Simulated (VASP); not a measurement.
# CdTe (F-43m) in VASP: a series of runs

Runs on CdTe. Level: PBE. Tasks: single point.

Everything below comes from runs of VASP 6.6.1. Logs are shortened: lines on timing, memory, paths and dates and some standing lists are left out, and cuts for length are marked.

**Measured values to compare with.**

From a printed reference work, data compilation, for a bulk crystal of CdTe at 0 K: band gap 1.607 eV.

The runs below are set against these values where they give the same quantity.

### 1 The cell of the first run

It takes space group F-43m (No. 216, cubic). Conventional cell: a = 6.560 Å, b = 6.560 Å, c = 6.560 Å, α = 90.00°, β = 90.00°, γ = 90.00°. Within 3.7 Å of Cd (site symmetry -43m) lie 4 Te at 2.84 Å. Te (site symmetry -43m) has 4 Cd at 2.84 Å within 3.7 Å.

### 2 Single point, PBE

INCAR

```
SYSTEM = CdTe
PREC = Accurate
ENCUT = 520
EDIFF = 1E-6
ISMEAR = 0
SIGMA = 0.01
LREAL = .FALSE.
LASPH = .TRUE.
NELM = 80
ALGO = Normal
ISIF = 2
LWAVE = .FALSE.
LCHARG = .FALSE.
GGA = PE
NBANDS = 16
```

KPOINTS

```
Automatic mesh
0
G
  6 6 6
  0 0 0
```

POSCAR

```
CdTe
1.0
    0.0000000000      3.2799012490      3.2799012490
    3.2799012490      0.0000000000      3.2799012490
    3.2799012490      3.2799012490      0.0000000000
Cd Te
1 1
Direct
    0.0000000000      0.0000000000      0.0000000000
    0.2500000000      0.2500000000      0.2500000000
```

Potentials or basis: VASP PAW PBE potentials, release 64 (Cd, Te).

Command:

```
> cat potpaw_PBE.64/Cd/POTCAR potpaw_PBE.64/Te/POTCAR > POTCAR
> mpirun -np 1 vasp_std > vasp.out
```

OUTCAR:

```text
SYSTEM = CdTe
   PREC = Accurate
   ENCUT = 520
   EDIFF = 1E-6
   ISMEAR = 0
   LREAL = .FALSE.
   LASPH = .TRUE.
   NELM = 80
   ISIF = 2
   GGA = PE

 ion  position               nearest neighbor table
   1  0.000  0.000  0.000-   2 2.84   2 2.84   2 2.84   2 2.84
   2  0.250  0.250  0.250-   1 2.84   1 2.84   1 2.84   1 2.84

  LATTYP: Found a face centered cubic cell.
 ALAT       =     6.5598024980

  Lattice vectors:

 A1 = (   0.0000000000,   3.2799012490,   3.2799012490)
 A2 = (   3.2799012490,   0.0000000000,   3.2799012490)
 A3 = (   3.2799012490,   3.2799012490,   0.0000000000)

Analysis of symmetry for initial positions (statically):
=====================================================================
 Subroutine PRICEL returns:
 Original cell was already a primitive cell.

 Routine SETGRP: Setting up the symmetry group for a
 face centered cubic supercell.

 Subroutine GETGRP returns: Found 24 space group operations
 (whereof 24 operations were pure point group operations)
 out of a pool of 48 trial point group operations.

The static configuration has the point symmetry T_d .

Analysis of symmetry for dynamics (positions and initial velocities):
=====================================================================
 Subroutine PRICEL returns:
 Original cell was already a primitive cell.

 Routine SETGRP: Setting up the symmetry group for a
 face centered cubic supercell.

 Subroutine GETGRP returns: Found 24 space group operations
 (whereof 24 operations were pure point group operations)
 out of a pool of 48 trial point group operations.

The dynamic configuration has the point symmetry T_d .

 Subroutine INISYM returns: Found 24 space group operations
 (whereof 24 operations are pure point group operations),
 and found     1 'primitive' translations

----------------------------------------------------------------------------------------

                                     Primitive cell

  volume of cell :      70.5687

  direct lattice vectors                    reciprocal lattice vectors
     0.000000000  3.279901249  3.279901249    -0.152443614  0.152443614  0.152443614
     3.279901249  0.000000000  3.279901249     0.152443614 -0.152443614  0.152443614
     3.279901249  3.279901249  0.000000000     0.152443614  0.152443614 -0.152443614

  length of vectors
     4.638480830  4.638480830  4.638480830     0.264040085  0.264040085  0.264040085

  position of ions in fractional coordinates (direct lattice)
     0.000000000  0.000000000  0.000000000
     0.250000000  0.250000000  0.250000000

  ion indices of the primitive-cell ions
   primitive index   ion index
                 1           1
                 2           2

----------------------------------------------------------------------------------------

 KPOINTS: Automatic mesh

Automatic generation of k-mesh.
 Grid dimensions read from file:
 generate k-points for:    6    6    6

 Generating k-lattice:

  Cartesian coordinates                     Fractional coordinates (reciprocal lattice)
    -0.025407269  0.025407269  0.025407269     0.166666667  0.000000000  0.000000000
     0.025407269 -0.025407269  0.025407269     0.000000000  0.166666667  0.000000000
     0.025407269  0.025407269 -0.025407269     0.000000000  0.000000000  0.166666667

  Length of vectors
     0.044006681  0.044006681  0.044006681

  Shift w.r.t. Gamma in fractional coordinates (k-lattice)
     0.000000000  0.000000000  0.000000000

 Subroutine IBZKPT returns following result:
 ===========================================

 Found     16 irreducible k-points:

 Following reciprocal coordinates:
            Coordinates               Weight
  0.000000  0.000000  0.000000      1.000000
  0.166667  0.000000  0.000000      8.000000
  0.333333  0.000000  0.000000      8.000000
  0.500000  0.000000  0.000000      4.000000
  0.166667  0.166667  0.000000      6.000000
  0.333333  0.166667  0.000000     24.000000
[... 8 lines left out ...]
 -0.333333  0.333333  0.166667     24.000000
 -0.333333  0.500000  0.166667     12.000000
   k-points           NKPTS =     16   k-points in BZ     NKDIM =     16   number of bands    NBANDS=     16
   number of dos      NEDOS =    301   number of ions     NIONS =      2
   total plane-waves  NPLWV =  46656
   dimension x,y,z NGX =    36 NGY =   36 NGZ =   36
   dimension x,y,z NGXF=    72 NGYF=   72 NGZF=   72
   ions per type =               1   1
   NGX,Y,Z   is equivalent  to a cutoff of  12.90, 12.90, 12.90 a.u.
   NGXF,Y,Z  is equivalent  to a cutoff of  25.81, 25.81, 25.81 a.u.
 SYSTEM =  CdTe
   PREC   = accura    normal or accurate (medium, high low for compatibility)
   ISTART =      0    job   : 0-new  1-cont  2-samecut
   ICHARG =      2    charge: 1-file 2-atom 10-const
   ISPIN  =      1    spin polarized calculation?
   LNONCOLLINEAR =      F non collinear calculations
   LSORBIT =      F    spin-orbit coupling
   LASPH  =      T    aspherical Exc in radial PAW
   ENCUT  =  520.0 eV  38.22 Ry    6.18 a.u.   8.62  8.62  8.62*2*pi/ulx,y,z
   NELM   =     80;   NELMIN=  2; NELMDL= -5     # of ELM steps
   EDIFF  = 0.1E-05   stopping-criterion for ELM
   LREAL  =      F    real-space projection
   EDIFFG = 0.1E-04   stopping-criterion for IOM
   NSW    =      0    number of steps for IOM
   IBRION =     -1    ionic relax: 0-MD 1-quasi-New 2-CG
   NFREE  =      0    steps in history (QN), initial steepest desc. (CG)
   ISIF   =      2    stress and relaxation
   ISYM   =      2    0-nonsym 1-usesym 2-fastsym
   POTIM  = 0.5000    time-step for ionic-motion
   TEBEG  =    0.0;   TEEND  =   0.0 temperature during run
   PSTRESS=    0.0 pullay stress
   NELECT =      18.0000    total number of electrons
   NUPDOWN=      -1.0000    fix difference up-down
   EMIN   =  10.00;   EMAX   =-10.00  energy-range for DOS
   EFERMI =   0.00;   METHOD = LEGACY
   ISMEAR =     0;   SIGMA  =   0.01  broadening in eV -4-tet -1-fermi 0-gaus
   EFERMI_NEDOS =   21; number of points for ismear=-14 and -15
   IALGO  =     38    algorithm
   IMIX   =      4    mixing-type and parameters
     AMIX     =   0.40;   BMIX     =  1.00
     AMIX_MAG =   1.60;   BMIX_MAG =  1.00
  volume/ion in A,a.u.               =      35.28       238.11
  Fermi-wavevector in a.u.,A,eV,Ry     =   1.038233  1.961976 14.666102  1.077928
  Thomas-Fermi vector in A             =   2.172708
   LORBIT       =      0    0 simple, 1 ext, 2 COOP (PROOUT), +10 PAW based schemes
   GGA     = PE    functional components
   LHFCALC =     F    Hartree Fock is set to
   AEXX    =    0.0000 exact exchange contribution
   IVDW    =     0    specifies the selected vdW correction
   LEPSILON=     F    determine dielectric tensor
   LRPA    =     F    only Hartree local field effects (RPA)
 non-spin polarized calculation
 Gauss-broadening in eV      SIGMA  =   0.01
  energy-cutoff  :      520.00
  volume of cell :       70.57
 maximum number of plane-waves:      1917
 NGX is ok and might be reduce to    36
   NGX = 17   NGY = 17   NGZ = 17

 number of electron      18.0000006 magnetization

 Free energy of the ion-electron system (eV)
  ---------------------------------------------------
  ext. energy  EPLUGINS =         0.00000000
  ---------------------------------------------------
  free energy    TOTEN  =        -4.79979180 eV

  energy without entropy =       -4.79979180  energy(sigma->0) =       -4.79979180

 E-fermi :   2.1018     XC(G=0):  -8.4234

 val. band max:        2.0270751928   @ k =   0.0000   0.0000   0.0000
 cond. band min:       2.6872317326   @ k =   0.0000   0.0000   0.0000
 fundamental gap:      0.6601565398
 Fermi energy:         2.1018194233

 k-point     1 :       0.0000    0.0000    0.0000
  band No.  band energies     occupation
      1      -8.9447      2.00000
      2      -6.1442      2.00000
      3      -6.1442      2.00000
      4      -6.1442      2.00000
      5      -5.9099      2.00000
      6      -5.9099      2.00000
[... 8 lines left out ...]
     15      11.3195      0.00000
     16      11.3195      0.00000

 k-point     2 :       0.1667    0.0000    0.0000
  band No.  band energies     occupation
      1      -8.8532      2.00000
      2      -6.1275      2.00000
      3      -6.1275      2.00000
      4      -6.0643      2.00000
      5      -5.9109      2.00000
      6      -5.9109      2.00000
[... 8 lines left out ...]
     15      10.4833      0.00000
     16      10.4833      0.00000

 k-point     3 :       0.3333    0.0000    0.0000
  band No.  band energies     occupation
      1      -8.6709      2.00000
      2      -6.0986      2.00000
      3      -6.0986      2.00000
      4      -5.9072      2.00000
      5      -5.9072      2.00000
      6      -5.8058      2.00000
[... 8 lines left out ...]
     15      10.8674      0.00000
     16      10.8674      0.00000

 k-point     4 :       0.5000    0.0000    0.0000
  band No.  band energies     occupation
      1      -8.5818      2.00000
      2      -6.0873      2.00000
      3      -6.0873      2.00000
      4      -5.9018      2.00000
      5      -5.9018      2.00000
      6      -5.5857      2.00000
[... 8 lines left out ...]
     15      12.2471      0.00000
     16      12.2471      0.00000

 k-point     5 :       0.1667    0.1667    0.0000
  band No.  band energies     occupation
      1      -8.8231      2.00000
      2      -6.1104      2.00000
      3      -6.1104      2.00000
      4      -6.0635      2.00000
      5      -5.9167      2.00000
      6      -5.9030      2.00000
[... 8 lines left out ...]
     15      11.1336      0.00000
     16      11.5586      0.00000

 k-point     6 :       0.3333    0.1667    0.0000
  band No.  band energies     occupation
      1      -8.6722      2.00000
      2      -6.0876      2.00000
      3      -6.0779      2.00000
      4      -5.9513      2.00000
      5      -5.8977      2.00000
      6      -5.8315      2.00000
[... 8 lines left out ...]
     15      11.7163      0.00000
     16      11.7569      0.00000

 k-point     7 :       0.5000    0.1667    0.0000
  band No.  band energies     occupation
      1      -8.5547      2.00000
      2      -6.0742      2.00000
      3      -6.0640      2.00000
      4      -5.9236      2.00000
      5      -5.8991      2.00000
      6      -5.5616      2.00000
[... 8 lines left out ...]
     15      11.9579      0.00000
     16      12.3286      0.00000

 k-point     8 :      -0.3333    0.1667    0.0000
  band No.  band energies     occupation
      1      -8.5836      2.00000
      2      -6.0766      2.00000
      3      -6.0752      2.00000
      4      -5.9127      2.00000
      5      -5.9113      2.00000
      6      -5.6349      2.00000
[... 8 lines left out ...]
     15      11.1531      0.00000
     16      12.2988      0.00000

 k-point     9 :      -0.1667    0.1667    0.0000
  band No.  band energies     occupation
      1      -8.7319      2.00000
      2      -6.1084      2.00000
      3      -6.0952      2.00000
      4      -5.9463      2.00000
      5      -5.9183      2.00000
      6      -5.8858      2.00000
[... 8 lines left out ...]
     15      10.9484      0.00000
     16      11.7171      0.00000

 k-point    10 :       0.3333    0.3333    0.0000
  band No.  band energies     occupation
      1      -8.5846      2.00000
      2      -6.0376      2.00000
      3      -6.0376      2.00000
      4      -5.9864      2.00000
      5      -5.8892      2.00000
      6      -5.7235      2.00000
[... 8 lines left out ...]
     15      12.2188      0.00000
     16      13.8516      0.00000

 k-point    11 :       0.5000    0.3333    0.0000
  band No.  band energies     occupation
      1      -8.4995      2.00000
      2      -6.0349      2.00000
      3      -6.0187      2.00000
      4      -5.9669      2.00000
      5      -5.8900      2.00000
      6      -5.5000      2.00000
[... 8 lines left out ...]
     15      12.6093      0.00000
     16      13.3226      0.00000

 k-point    12 :      -0.3333    0.3333    0.0000
  band No.  band energies     occupation
      1      -8.4999      2.00000
      2      -6.0525      2.00000
      3      -6.0358      2.00000
      4      -5.9335      2.00000
      5      -5.9052      2.00000
      6      -5.4477      2.00000
[... 8 lines left out ...]
     15      10.9843      0.00000
     16      14.1209      0.00000

 k-point    13 :       0.5000    0.5000    0.0000
  band No.  band energies     occupation
      1      -8.4714      2.00000
      2      -5.9995      2.00000
      3      -5.9981      2.00000
      4      -5.9981      2.00000
      5      -5.8823      2.00000
      6      -5.4581      2.00000
[... 8 lines left out ...]
     15      12.7735      0.00000
     16      13.4674      0.00000

 k-point    14 :       0.5000    0.3333    0.1667
  band No.  band energies     occupation
      1      -8.5558      2.00000
      2      -6.0585      2.00000
      3      -6.0511      2.00000
      4      -5.9452      2.00000
      5      -5.8983      2.00000
      6      -5.6120      2.00000
[... 8 lines left out ...]
     15      12.1909      0.00000
     16      13.2836      0.00000

 k-point    15 :      -0.3333    0.3333    0.1667
  band No.  band energies     occupation
      1      -8.4999      2.00000
      2      -6.0512      2.00000
      3      -6.0382      2.00000
      4      -5.9311      2.00000
      5      -5.9066      2.00000
      6      -5.4472      2.00000
[... 8 lines left out ...]
     15      12.4089      0.00000
     16      13.0769      0.00000

 k-point    16 :      -0.3333    0.5000    0.1667
  band No.  band energies     occupation
      1      -8.4725      2.00000
      2      -6.0262      2.00000
      3      -6.0246      2.00000
      4      -5.9517      2.00000
      5      -5.8979      2.00000
      6      -5.4044      2.00000
[... 8 lines left out ...]
     15      12.9450      0.00000
     16      13.2710      0.00000

------------------------ aborting loop because EDIFF is reached ----------------------------------------

  FORCE on cell =-STRESS in cart. coord.  units (eV):
  Direction    XX          YY          ZZ          XY          YZ          ZX
  --------------------------------------------------------------------------------------
  -------------------------------------------------------------------------------------
  Total        0.5001149      0.5001149      0.5001149     -0.0000000      0.0000000     -0.0000000
  in kB       11.3545016     11.3545016     11.3545016     -0.0000000      0.0000000     -0.0000000
  external PRESSURE =      11.3545016 kB  Pullay stress =       0.0000000 kB

 VOLUME and BASIS-vectors are now :
 -----------------------------------------------------------------------------
  energy-cutoff  :      520.00
  volume of cell :       70.57
      direct lattice vectors                 reciprocal lattice vectors
     0.000000000  3.279901249  3.279901249    -0.152443614  0.152443614  0.152443614
     3.279901249  0.000000000  3.279901249     0.152443614 -0.152443614  0.152443614
     3.279901249  3.279901249  0.000000000     0.152443614  0.152443614 -0.152443614

 POSITION                                       TOTAL-FORCE (eV/Angst)
 -----------------------------------------------------------------------------------
      0.00000      0.00000      0.00000        -0.000000     -0.000000      0.000000
      1.63995      1.63995      1.63995         0.000000      0.000000     -0.000000
 -----------------------------------------------------------------------------------
    total drift:                               -0.000000     -0.000000     -0.000000

  FREE ENERGIE OF THE ION-ELECTRON SYSTEM (eV)
  ---------------------------------------------------
  free  energy   TOTEN  =        -4.7997917960 eV

  energy  without entropy=       -4.7997917960  energy(sigma->0) =       -4.79979180
```

Run time: 13 s. Hardware: 1 thread of Intel Xeon Platinum 8488C (Sapphire Rapids), shared host; peak memory 0.21 GiB.

Results:

```
Free energy            : -4.7998 eV
Pressure               : 1.1 GPa
Band gap on the k mesh : 0.66 eV, direct
```

Caveat: spin-orbit coupling is left out, which moves the levels of the heavy elements.

[end of part 1 of 2]
